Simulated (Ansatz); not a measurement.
**GaN (database structure): how the settings move a relaxation**

How sensitive is a relaxation of GaN (database structure) to its settings? A reference run comes first, then four runs with altered input.

The COD entry's cell or inner coordinates are ideal or old and differ from later refinements, so a difference from it is no clean test against experiment.

Program: Ansatz 0.2.0. Level of theory: reference: DFT PBE, plane waves, PAW, scalar-relativistic, no spin polarisation. These are calculated values, not measurements.

## 1. The starting structure

It takes space group P6_3mc (No. 186, hexagonal). Conventional cell: a = 3.165 Å, b = 3.165 Å, c = 5.149 Å, α = 90.00°, β = 90.00°, γ = 120.00°. Ga (site symmetry 3m) is surrounded by 4 N at 1.93 to 1.94 Å. N (site symmetry 3m) is surrounded by 4 Ga at 1.93 to 1.94 Å.

Coordinates:

```
CELL_PARAMETERS angstrom
1.58255 2.74106 0.00000
-1.58255 2.74106 0.00000
0.00000 0.00000 5.14851
ATOMIC_POSITIONS crystal
Ga 0.66667 0.66667 0.00000
Ga 0.33333 0.33333 0.50000
N 0.66667 0.66667 0.37500
N 0.33333 0.33333 0.87500
```

## 2. The reference run

input.yaml reads:

```yaml
crystal:
  lattice:
    - [1.582554, 2.741064, 0.0]
    - [-1.582554, 2.741064, 0.0]
    - [0.0, 0.0, 5.148511]
  atoms:
    - { symbol: Ga, position: [0.66667, 0.66666, 0.0] }
    - { symbol: Ga, position: [0.33334, 0.33333, 0.5] }
    - { symbol: "N", position: [0.66667, 0.66666, 0.375] }
    - { symbol: "N", position: [0.33334, 0.33333, 0.875] }
  symmetry: { tolerance: 0.0003 }
kpoints:
  mp_grid: { grid: [7, 7, 4], shift: [0, 0, 0] }
magnetization:
  spin_polarized: false
scf:
  occupations: { method: fermi_dirac }
hamiltonian:
  pseudopotentials: { kind: paw }
  xc: pbe
basis:
  ecutwfc: 420
output:
  forces: true
  stress: true
  eigenvalues: true
relax:
  max_steps: 40
  cell: {}
```

Command:

```console
$ ansatz run input.yaml --threads 1 --pin off --max-ram 2560MiB --backend cpu --events-out ev --progress --plain --runs-dir out
```

Log, cut to the lines that bear on the results:

```text
Warning: the atoms were moved onto the symmetric positions of the space group found under crystal.symmetry.tolerance 3.0e-4 (fractional; no operation is sought that the atoms, as they stand in a round, miss by more than twice it, and no atom is moved by as much as it), and the run uses [...]
Warning: RAYON_NUM_THREADS=1 ignored (pool sized by the plan → 1); use --threads N
[...]
Pseudopotentials: kind: paw
Pseudopotential: Ga, paw, valence charge 13, recommended cutoff 420 eV (normal), Ga.paw.azcp
Pseudopotential: N, paw, valence charge 5, recommended cutoff 420 eV (normal), N.paw.azcp
Functional definition: PBE
[...]
Crystal: 4 atoms, lattice volume = 44.667 Å³
Basis set: ecut = 420 eV, 869 PW (Γ), exchange–correlation on 48×48×72 points (8 copies of the dense FFT grid, shifted against one another)
Bands: 22, of which v1, the nominal top of the filled ones, is band 18 counted from 1 (17 counted from 0)
Symmetry: 12 space group operations
Space group: P63mc (ITA 186), of the structure as read, at distance tolerance 1.1e-3 Å
k-points: 24 of 196 (time reversal used)
[...]
SCF iter   1: F=—  HF=-8335.763711 eV  |F-HF|=—  |Δ(HF+E_count)|=         —  Δρ=8.23e-4  dr2=1.46e-4  ethr=1.77e-3  ⟨swp⟩=4.8  Hψ=2065  notcnv=0
[...]
relax step   1: F+E_penalty+E_count = -8335.76455586 eV  Δ(F+E_penalty+E_count) = +0.000e0 eV  max|allowed force component| = 1.241e-1 eV/Å  Δτ_max = 0.0000 Å  P = +9.955 GPa  Ω = 44.667 Å³  (6 SCF iters, dr2 threshold 1.00e-7 eV, accepted)
[...]
relax step   8: F+E_penalty+E_count = -8335.83585011 eV  Δ(F+E_penalty+E_count) = -1.222e-4 eV  max|allowed force component| = 2.056e-4 eV/Å  Δτ_max = 0.0000 Å  P = +0.008 GPa  Ω = 47.027 Å³  stress off target by 7.98e-3 GPa  SCF on the basis re-selected at this cell (its energy is not [...]
SCF converged after 5 iterations
Free energy (F): -8335.835850 eV
[...]
E sigma→0 (E₀):  -8335.835845 eV
Entropy (-TS):   -0.000009 eV (-0.002 meV/atom)
Fermi energy:    10.205458 eV
[...]
--- Forces (eV/Å), atoms counted from 1 ---
  atom   1  Ga     0.00000000     0.00000000    -0.00020561
  atom   2  Ga    -0.00000000     0.00000000    -0.00020561
  atom   3  N     -0.00000000     0.00000000     0.00020557
  atom   4  N      0.00000000    -0.00000000     0.00020557
[...]
--- Stress (GPa, compression-positive) ---
        0.007977       0.000000       0.000000
        0.000000       0.007977      -0.000000
        0.000000      -0.000000       0.006684
  P = ⅓ Tr σ = 0.0075 GPa (0.075 kbar)
--- Band table (eV; the first three rows and the last of 24) ---
[... band rows left out ...]
[...]
--- Relaxed structure (6 steps of the walk, 6 accepted, 2 SCFs on fresh bases) ---
  F+E_penalty+E_count = -8335.83585011 eV   max|allowed force component| = 2.056e-4 eV/Å   (the final SCF, on the basis selected at the relaxed cell)
  cell:  # Å, volume = 47.0268 Å³
    - [1.6091855736968033, 2.787191172449735, -4.9300860726392194e-34]
    - [-1.6091855736968033, 2.787191172449735, -7.220802391159077e-34]
    - [0.0, -1.2575874447736314e-33, 5.242546307778248]
  atoms:
    - { symbol: Ga, position: [0.6666666666666665, 0.6666666666666665, -0.0008703265991472879] }
    - { symbol: Ga, position: [0.33333333333333337, 0.33333333333333326, 0.49912967340085257] }
    - { symbol: N, position: [0.6666666666666665, 0.6666666666666665, 0.3758703265991472] }
    - { symbol: N, position: [0.33333333333333337, 0.33333333333333326, 0.8758703265991473] }
```

It took 16 s on 1 thread of Arm Neoverse V2, shared host; peak memory 0.33 GiB.

## 3. Changing settings: mp_grid.grid [10, 10, 6]

Changes to input.yaml since step 2:

```diff
@@ -12,3 +12,3 @@
 kpoints:
-  mp_grid: { grid: [7, 7, 4], shift: [0, 0, 0] }
+  mp_grid: { grid: [10, 10, 6], shift: [0, 0, 0] }
 magnetization:
```

Command:

```console
$ ansatz run input.yaml --threads 1 --pin off --max-ram 2560MiB --backend cpu --events-out ev --progress --plain --runs-dir out
```

Log, cut to the lines that bear on the results:

```text
Warning: the atoms were moved onto the symmetric positions of the space group found under crystal.symmetry.tolerance 3.0e-4 (fractional; no operation is sought that the atoms, as they stand in a round, miss by more than twice it, and no atom is moved by as much as it), and the run uses [...]
Warning: RAYON_NUM_THREADS=1 ignored (pool sized by the plan → 1); use --threads N
[...]
Pseudopotentials: kind: paw
Pseudopotential: Ga, paw, valence charge 13, recommended cutoff 420 eV (normal), Ga.paw.azcp
Pseudopotential: N, paw, valence charge 5, recommended cutoff 420 eV (normal), N.paw.azcp
Functional definition: PBE
[...]
Crystal: 4 atoms, lattice volume = 44.667 Å³
Basis set: ecut = 420 eV, 869 PW (Γ), exchange–correlation on 48×48×72 points (8 copies of the dense FFT grid, shifted against one another)
Bands: 22, of which v1, the nominal top of the filled ones, is band 18 counted from 1 (17 counted from 0)
Symmetry: 12 space group operations
Space group: P63mc (ITA 186), of the structure as read, at distance tolerance 1.1e-3 Å
[...]
  atom   3  N     -0.00000000    -0.00000000     0.00012419
  atom   4  N      0.00000000     0.00000000     0.00012419
[...]
--- Stress (GPa, compression-positive) ---
        0.008722       0.000000       0.000000
        0.000000       0.008722      -0.000000
        0.000000       0.000000       0.009112
  P = ⅓ Tr σ = 0.0089 GPa (0.089 kbar)
--- Band table (eV; the first three rows and the last of 56) ---
[... band rows left out ...]
[...]
--- Relaxed structure (6 steps of the walk, 6 accepted, 2 SCFs on fresh bases) ---
  F+E_penalty+E_count = -8335.83737306 eV   max|allowed force component| = 1.245e-4 eV/Å   (the final SCF, on the basis selected at the relaxed cell)
  cell:  # Å, volume = 47.0310 Å³
    - [1.6091726019533166, 2.787168704730953, -7.43931946763161e-35]
    - [-1.6091726019533166, 2.787168704730953, -7.43931946763161e-35]
    - [0.0, 2.328865638469687e-35, 5.243104755855122]
  atoms:
    - { symbol: Ga, position: [0.6666666666666666, 0.6666666666666666, -0.0008634885350717606] }
    - { symbol: Ga, position: [0.3333333333333334, 0.3333333333333333, 0.4991365114649282] }
    - { symbol: N, position: [0.6666666666666666, 0.6666666666666666, 0.37586348853507173] }
    - { symbol: N, position: [0.3333333333333334, 0.3333333333333333, 0.8758634885350717] }
```

Run time: 35 s. Hardware: 1 thread of Arm Neoverse V2, shared host; peak memory 0.36 GiB.

Changing the k-point mesh leaves the energy as it was (-0.4 meV/atom). Cost: 42 SCF cycles against 41, 35 s against 16 s.

## 4. Variant: preconditioner local_kerker

Changes to input.yaml since step 2:

```diff
@@ -17,2 +17,3 @@
   occupations: { method: fermi_dirac }
+  mixing: { preconditioner: local_kerker }
 hamiltonian:
```

Command:

```console
$ ansatz run input.yaml --threads 1 --pin off --max-ram 2560MiB --backend cpu --events-out ev --progress --plain --runs-dir out
```

Log, cut to the lines that bear on the results:

```text
Warning: the atoms were moved onto the symmetric positions of the space group found under crystal.symmetry.tolerance 3.0e-4 (fractional; no operation is sought that the atoms, as they stand in a round, miss by more than twice it, and no atom is moved by as much as it), and the run uses [...]
Warning: RAYON_NUM_THREADS=1 ignored (pool sized by the plan → 1); use --threads N
[...]
Pseudopotentials: kind: paw
Pseudopotential: Ga, paw, valence charge 13, recommended cutoff 420 eV (normal), Ga.paw.azcp
Pseudopotential: N, paw, valence charge 5, recommended cutoff 420 eV (normal), N.paw.azcp
Functional definition: PBE
[...]
Crystal: 4 atoms, lattice volume = 44.667 Å³
Basis set: ecut = 420 eV, 869 PW (Γ), exchange–correlation on 48×48×72 points (8 copies of the dense FFT grid, shifted against one another)
Bands: 22, of which v1, the nominal top of the filled ones, is band 18 counted from 1 (17 counted from 0)
Symmetry: 12 space group operations
Space group: P63mc (ITA 186), of the structure as read, at distance tolerance 1.1e-3 Å
[...]
  atom   3  N     -0.00000000    -0.00000000     0.00027002
  atom   4  N      0.00000000     0.00000000     0.00027002
[...]
--- Stress (GPa, compression-positive) ---
        0.010320       0.000000       0.000000
       -0.000000       0.010320      -0.000000
        0.000000      -0.000000       0.006430
  P = ⅓ Tr σ = 0.0090 GPa (0.090 kbar)
--- Band table (eV; the first three rows and the last of 24) ---
[... band rows left out ...]
[...]
--- Relaxed structure (6 steps of the walk, 6 accepted, 2 SCFs on fresh bases) ---
  F+E_penalty+E_count = -8335.83585132 eV   max|allowed force component| = 2.695e-4 eV/Å   (the final SCF, on the basis selected at the relaxed cell)
  cell:  # Å, volume = 47.0264 Å³
    - [1.6091749392472312, 2.787172753042765, 8.679206045570211e-35]
    - [-1.6091749392472312, 2.787172753042765, 8.679206045570211e-35]
    - [0.0, 1.630205946928781e-34, 5.242570865373975]
  atoms:
    - { symbol: Ga, position: [0.6666666666666667, 0.6666666666666667, -0.0008688732734122695] }
    - { symbol: Ga, position: [0.3333333333333334, 0.3333333333333333, 0.49913112672658766] }
    - { symbol: N, position: [0.6666666666666667, 0.6666666666666667, 0.37586887327341223] }
    - { symbol: N, position: [0.3333333333333334, 0.3333333333333333, 0.8758688732734123] }
```

Run time: 16 s. Hardware: 1 thread of Arm Neoverse V2, shared host; peak memory 0.32 GiB.

The changed mixing doesn't alter the result here (within 0.5 meV/atom). Cost: 40 SCF cycles against 41.

## 5. Changed: mp_grid.grid [10, 10, 6], f_tol 0.005, max_displacement 0.1

Changes to input.yaml since step 2:

```diff
@@ -12,3 +12,3 @@
 kpoints:
-  mp_grid: { grid: [7, 7, 4], shift: [0, 0, 0] }
+  mp_grid: { grid: [10, 10, 6], shift: [0, 0, 0] }
 magnetization:
@@ -29 +29,3 @@
   cell: {}
+  f_tol: 0.005
+  max_displacement: 0.1
```

Command:

```console
$ ansatz run input.yaml --threads 1 --pin off --max-ram 2560MiB --backend cpu --events-out ev --progress --plain --runs-dir out
```

Log, cut to the lines that bear on the results:

```text
Warning: the atoms were moved onto the symmetric positions of the space group found under crystal.symmetry.tolerance 3.0e-4 (fractional; no operation is sought that the atoms, as they stand in a round, miss by more than twice it, and no atom is moved by as much as it), and the run uses [...]
Warning: RAYON_NUM_THREADS=1 ignored (pool sized by the plan → 1); use --threads N
[...]
Pseudopotentials: kind: paw
Pseudopotential: Ga, paw, valence charge 13, recommended cutoff 420 eV (normal), Ga.paw.azcp
Pseudopotential: N, paw, valence charge 5, recommended cutoff 420 eV (normal), N.paw.azcp
Functional definition: PBE
[...]
Crystal: 4 atoms, lattice volume = 44.667 Å³
Basis set: ecut = 420 eV, 869 PW (Γ), exchange–correlation on 48×48×72 points (8 copies of the dense FFT grid, shifted against one another)
Bands: 22, of which v1, the nominal top of the filled ones, is band 18 counted from 1 (17 counted from 0)
Symmetry: 12 space group operations
Space group: P63mc (ITA 186), of the structure as read, at distance tolerance 1.1e-3 Å
[...]
  atom   4  N      0.00000000     0.00000000     0.00001772
[...]
--- Stress (GPa, compression-positive) ---
        0.007678      -0.000000      -0.000000
       -0.000000       0.007678       0.000000
       -0.000000       0.000000       0.009775
  P = ⅓ Tr σ = 0.0084 GPa (0.084 kbar)
--- Band table (eV; the first three rows and the last of 56) ---
[... band rows left out ...]
[...]
--- Relaxed structure (7 steps of the walk, 7 accepted, 2 SCFs on fresh bases) ---
  F+E_penalty+E_count = -8335.83737267 eV   max|allowed force component| = 1.801e-5 eV/Å   (the final SCF, on the basis selected at the relaxed cell)
  cell:  # Å, volume = 47.0312 Å³
    - [1.6091791367339467, 2.7871800233030206, -7.064279643583474e-34]
    - [-1.6091791367339467, 2.7871800233030206, -2.482847006543758e-34]
    - [-7.452370043102998e-34, -7.103040197332546e-34, 5.243076979277532]
  atoms:
    - { symbol: Ga, position: [0.6666666666666667, 0.6666666666666667, -0.0008651579666799421] }
    - { symbol: Ga, position: [0.3333333333333335, 0.33333333333333337, 0.4991348420333201] }
    - { symbol: N, position: [0.6666666666666667, 0.6666666666666667, 0.37586515796668] }
    - { symbol: N, position: [0.3333333333333335, 0.33333333333333337, 0.8758651579666802] }
```

Run time: 40 s. Hardware: 1 thread of Arm Neoverse V2, shared host; peak memory 0.36 GiB.

Changing the k-point mesh, convergence setting and walk settings leaves the energy as it was (-0.4 meV/atom).

## 6. Variant: n_extra_bands 2

Changes to input.yaml since step 2:

```diff
@@ -17,2 +17,3 @@
   occupations: { method: fermi_dirac }
+  n_extra_bands: 2
 hamiltonian:
```

Command:

```console
$ ansatz run input.yaml --threads 1 --pin off --max-ram 2560MiB --backend cpu --events-out ev --progress --plain --runs-dir out
```

Log, cut to the lines that bear on the results:

```text
Warning: the atoms were moved onto the symmetric positions of the space group found under crystal.symmetry.tolerance 3.0e-4 (fractional; no operation is sought that the atoms, as they stand in a round, miss by more than twice it, and no atom is moved by as much as it), and the run uses [...]
Warning: RAYON_NUM_THREADS=1 ignored (pool sized by the plan → 1); use --threads N
scf.n_extra_bands = 2 over 18 filled bands (N_el = 36.0): the run solves 20 bands
[...]
Pseudopotentials: kind: paw
Pseudopotential: Ga, paw, valence charge 13, recommended cutoff 420 eV (normal), Ga.paw.azcp
Pseudopotential: N, paw, valence charge 5, recommended cutoff 420 eV (normal), N.paw.azcp
Functional definition: PBE
[...]
Crystal: 4 atoms, lattice volume = 44.667 Å³
Basis set: ecut = 420 eV, 869 PW (Γ), exchange–correlation on 48×48×72 points (8 copies of the dense FFT grid, shifted against one another)
Bands: 20, of which v1, the nominal top of the filled ones, is band 18 counted from 1 (17 counted from 0)
Symmetry: 12 space group operations
[...]
       -0.000000       0.009249      -0.000000
       -0.000000      -0.000000       0.006579
  P = ⅓ Tr σ = 0.0084 GPa (0.084 kbar)
--- Band table (eV; the first three rows and the last of 24) ---
  k-point 0: bands = ["-6.4708", "-5.6688", "-4.2013", "-4.1873", "-4.1873", "-4.1320", "-4.1320", "-3.9590", "-3.9590", "-3.8695", "-3.8695", "-2.6142", "2.4025", "8.2674", "8.2674", "9.2279", "9.2636", "9.2636", "10.9748", "13.3301"]
[...]
--- Relaxed structure (6 steps of the walk, 6 accepted, 2 SCFs on fresh bases) ---
  F+E_penalty+E_count = -8335.83585078 eV   max|allowed force component| = 1.917e-4 eV/Å   (the final SCF, on the basis selected at the relaxed cell)
  cell:  # Å, volume = 47.0265 Å³
    - [1.6091805956865717, 2.787182550283093, 1.8745599864654963e-34]
    - [-1.6091805956865717, 2.787182550283093, 7.292018272055672e-35]
    - [5.822164096174217e-34, 6.986596915409063e-35, 5.242554056407132]
  atoms:
    - { symbol: Ga, position: [0.6666666666666666, 0.6666666666666666, -0.0008700891589726083] }
    - { symbol: Ga, position: [0.3333333333333334, 0.3333333333333333, 0.4991299108410275] }
    - { symbol: N, position: [0.6666666666666666, 0.6666666666666666, 0.3758700891589727] }
    - { symbol: N, position: [0.3333333333333334, 0.3333333333333333, 0.8758700891589728] }
```

Wall time 16 s (1 thread of Arm Neoverse V2, shared host); peak memory 0.32 GiB.

The changed band count doesn't alter the result here (within 0.5 meV/atom). Cost: 42 SCF cycles against 41.

## 7. All runs together

| run | ending | energy change | pressure (GPa) | gap (eV) | force (eV/Å) | cycles | time |
| --- | --- | --- | --- | --- | --- | --- | --- |
| reference | converged | 0 | 0.0 | 1.71 | 0.00 | 41 | 16 s |
| 1: mp_grid.grid [10, 10, 6] | converged | -0.4 meV/atom | 0.0 | 1.71 | 0.00 | 42 | 35 s |
| 2: preconditioner local_kerker | converged | 0.0 meV/atom | 0.0 | 1.71 | 0.00 | 40 | 16 s |
| 3: mp_grid.grid [10, 10, 6], f_tol 0.005, max_displacement 0.1 | converged | -0.4 meV/atom | 0.0 | 1.71 | 0.00 | 48 | 40 s |
| 4: n_extra_bands 2 | converged | 0.0 meV/atom | 0.0 | 1.71 | 0.00 | 42 | 16 s |

Of the converged runs whose energies compare with the reference's, «mp_grid.grid [10, 10, 6]» moves the energy most (-0.4 meV/atom). Of the variants the dearest is «mp_grid.grid [10, 10, 6], f_tol 0.005, max_displacement 0.1» (40 s), the cheapest «n_extra_bands 2» (16 s), on a shared host.
